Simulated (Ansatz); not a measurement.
**SrO under changes of volume**

One of the cells (16.995 Å³/atom); the others are scaled copies at fixed shape and fractional positions:

```
CELL_PARAMETERS angstrom
3.55329 0.00000 0.00000
-1.77664 3.07724 0.00000
0.00000 0.00000 6.21730
ATOMIC_POSITIONS crystal
Sr 0.66667 0.33333 0.75000
Sr 0.33333 0.66667 0.25000
O 0.00000 0.00000 0.50000
O 0.00000 0.00000 0.00000
```

Measurements of this composition are mostly on another form, of space group No. 225.

| Property | Result |
| --- | --- |
| Program | Ansatz 0.2.0 |
| Functional | PBE |
| Potentials or basis | all-electron LAPW, scalar-relativistic |
| Cutoff | 216 eV (chosen from the basis error) |
| Basis error allowed | 0.001 eV/atom |
| k mesh | 9 × 9 × 5 |
| Occupations | fermi-dirac, width 0.05 eV |
| Spin | no spin polarisation |

| volume (Å³/atom) | energy over the lowest point (meV/atom) | pressure (GPa) | gap on the mesh (eV) |
| --- | --- | --- | --- |
| 15.976 | ? | ? | ? |
| 16.316 | 15.42 | 5.4 | 3.14 |
| 16.656 | 6.27 | 3.3 | 3.13 |
| 16.995 | 1.27 | 1.4 | 3.08 |
| 17.335 | 0.00 | -0.2 | 2.97 |
| 17.675 | 2.09 | -1.7 | 2.86 |
| 18.015 | 7.20 | -3.1 | 2.76 |

Question: What does the run at 15.976 Å³/atom give?

Answer: Energy over the lowest point 29.18 meV/atom; pressure 7.7 GPa; gap on the mesh 3.14 eV.

Worked out: A Birch-Murnaghan fit of order 3 (a polynomial in V^(-2/3)) to the other rows has its minimum at 17.29 Å³/atom with B0 = V·E''(V) = 82 GPa and B' = 4.4 at fixed shape and positions, which overstates the stiffness. It gives 29.20 meV/atom at 15.976 Å³/atom, against the run's 29.18, and -dE/dV = 7.7 GPa, against 7.7. A parabola through the other rows of the gap, of slope 0.707 eV per unit of ln V there, extrapolates to 3.15 eV, against the run's 3.14.

Energies are extrapolated to zero smearing.

Caveats: an odd mesh through Γ misses points on the zone boundary, where band edges often lie. Spin-orbit coupling on Sr is left out.
